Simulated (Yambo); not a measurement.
Be2C:

```
C Be
1.0
     0.00000    2.16500    2.16500
     2.16500    0.00000    2.16500
     2.16500    2.16500    0.00000
C Be
1 2
Direct
  0.00000 0.00000 0.00000
  0.75000 0.75000 0.75000
  0.25000 0.25000 0.25000
```

Base run:

```yaml
Program: Yambo 5.3.0
Functional: LDA
Potentials_or_basis: PseudoDojo 0.4.1 SR LDA standard
Cutoff: 1197 eV
Density_cutoff: 4789 eV
k_mesh: 6 × 6 × 6
Occupations: fixed
Spin: no spin polarisation
```

Its results: band gap on the k mesh, mean-field level 1.19 eV, indirect (least direct gap 4.05 eV).

**Question.** The run is repeated on the same cell with these changes: functional from LDA to PBEsol; potentials or basis from PseudoDojo 0.4.1 SR LDA standard to PseudoDojo 0.4.1 SR PBEsol standard. What comes out?

**Answer.** Band gap on the k mesh, mean-field level 1.08 eV, indirect (least direct gap 4.12 eV).

A k mesh can miss the band edges.
